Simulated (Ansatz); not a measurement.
# C5H8: the cost of one run

Program: Ansatz 0.2.0, Gaussian basis. Level of theory: cc-pVTZ, core rule «outside noble gas», up to 5 orbitals frozen. These are calculated values, not measurements.

The runs, in order: UHF; CCSD(T) on RHF; BCCD(T) on RHF.

21 further runs of the same task are left out: 3 that didn't finish, 18 set aside as unsound or not needed.

## 1. What is computed

The geometry is an MP2(full)/6-31G* stationary point (not a proven minimum).

13 atoms, charge 0, spin multiplicity 1.

Atoms are counted from 1 here; the program's logs count them from 0.

Bond lengths: C1–C2 1.477 Å, C1–C3 1.477 Å, C1–C4 1.477 Å, C1–C5 1.477 Å, C2–C3 1.524 Å, C2–H6 1.086 Å, C2–H7 1.086 Å, C3–H8 1.086 Å, C3–H9 1.086 Å, C4–C5 1.524 Å, C4–H10 1.086 Å, C4–H11 1.086 Å, C5–H12 1.086 Å, C5–H13 1.086 Å. Angles: C2–C1–C3 62.1°, C2–C1–C4 137.2°, C2–C1–C5 137.2°, C3–C1–C4 137.2°, C3–C1–C5 137.2°, C4–C1–C5 62.1°, C1–C2–C3 59.0°, C1–C2–H6 118.5°, C1–C2–H7 118.5°, C3–C2–H6 117.6°, C3–C2–H7 117.6°, H6–C2–H7 114.6°, C1–C3–C2 59.0°, C1–C3–H8 118.5°, C1–C3–H9 118.5°, C2–C3–H8 117.6°, C2–C3–H9 117.6°, H8–C3–H9 114.6° and more.

Coordinates:

```
atom     x (Å)     y (Å)     z (Å)
  C1   0.00000   0.00000   0.00000
  C2   0.00000   0.76201   1.26575
  C3   0.00000  -0.76201   1.26575
  C4   0.76201   0.00000  -1.26575
  C5  -0.76201   0.00000  -1.26575
  H6  -0.91402   1.26507   1.56809
  H7   0.91402   1.26507   1.56809
  H8  -0.91402  -1.26507   1.56809
  H9   0.91402  -1.26507   1.56809
 H10   1.26507  -0.91402  -1.56809
 H11   1.26507   0.91402  -1.56809
 H12  -1.26507  -0.91402  -1.56809
 H13  -1.26507   0.91402  -1.56809
```

## 2. UHF

The input, in.yaml:

```yaml
crystal:
  periodic: [false, false, false]
  atoms:
    - {symbol: C, position_ang: [0.000000, 0.000000, 0.000000]}
    - {symbol: C, position_ang: [0.000000, 0.762014, 1.265752]}
    - {symbol: C, position_ang: [0.000000, -0.762014, 1.265752]}
    - {symbol: C, position_ang: [0.762014, 0.000000, -1.265752]}
    - {symbol: C, position_ang: [-0.762014, 0.000000, -1.265752]}
    - {symbol: H, position_ang: [-0.914023, 1.265075, 1.568090]}
    - {symbol: H, position_ang: [0.914023, 1.265075, 1.568090]}
    - {symbol: H, position_ang: [-0.914023, -1.265075, 1.568090]}
    - {symbol: H, position_ang: [0.914023, -1.265075, 1.568090]}
    - {symbol: H, position_ang: [1.265075, -0.914023, -1.568090]}
    - {symbol: H, position_ang: [1.265075, 0.914023, -1.568090]}
    - {symbol: H, position_ang: [-1.265075, -0.914023, -1.568090]}
    - {symbol: H, position_ang: [-1.265075, 0.914023, -1.568090]}
basis:
  gaussian: {orbitals: cc-pVTZ}
magnetization: {spin_polarized: true, initial_magnetization: 0}
hamiltonian: {xc: hf}
output: {orbitals: {seedname: orbitals}}
```

Command:

```bash
$ ansatz run in.yaml --threads 1 --pin off --events-out ev --progress --plain --max-ram 3956MiB --backend cpu
```

**Question.** How long does this run take on 1 thread of AMD EPYC 7R13, shared host, and how much memory does it need?

About 9.5 s, with a peak of 0.8 GiB.
